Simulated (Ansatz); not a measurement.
## MoP

```
CELL_PARAMETERS angstrom
3.22300 0.00000 0.00000
-1.61150 2.79120 0.00000
0.00000 0.00000 3.19100
ATOMIC_POSITIONS crystal
Mo 0.00000 0.00000 0.00000
P 0.33333 0.66667 0.50000
```

Atoms are numbered in the order listed.

The cell is COD entry 1539074, as deposited and not checked against the literature; nothing was relaxed.

Spin polarisation is left out, and whether a magnetic state lies lower isn't shown here.

Methods: DFT, PBE, all-electron LAPW, scalar-relativistic (Ansatz 0.2.0); DFT, PBE, PAW with Ansatz's default frozen-core files, scalar-relativistic (Ansatz 0.2.0).

For LAPW: a Γ-centred 15×15×13 k mesh, Fermi–Dirac smearing of 0.08 eV, basis error target 0.25 meV/atom, no spin polarisation. PAW takes a cutoff of 420 eV at this cell. The Ansatz runs share mesh, smearing and spin set-up. Values come from LAPW unless marked.

- Stress xx, yy, zz (compression positive): 2.96, 2.96, 2.38 GPa
- Bader charges (from the PAW run): Mo1 +0.75, P2 -0.75 e
- Density of states at the Fermi level (0.2 eV bin): 0.79 states/eV per cell
- Volume per atom: 14.35 Å³

Task: Give the computed value. Band gap.

Result: none: with an odd electron count and no spin polarisation the bands can't all be full, a metal in this set-up (spin order or a larger cell could open a gap).

Task: Löwdin charges (with 0.15 e of the cell spilling out of the atomic basis, so their sizes and signs hang on that basis): what does the calculation give?

Result: Mo1 0.02, P2 0.12 e.

Task: Pressure at this cell: what does the calculation give?

Result: 27.7 kbar.
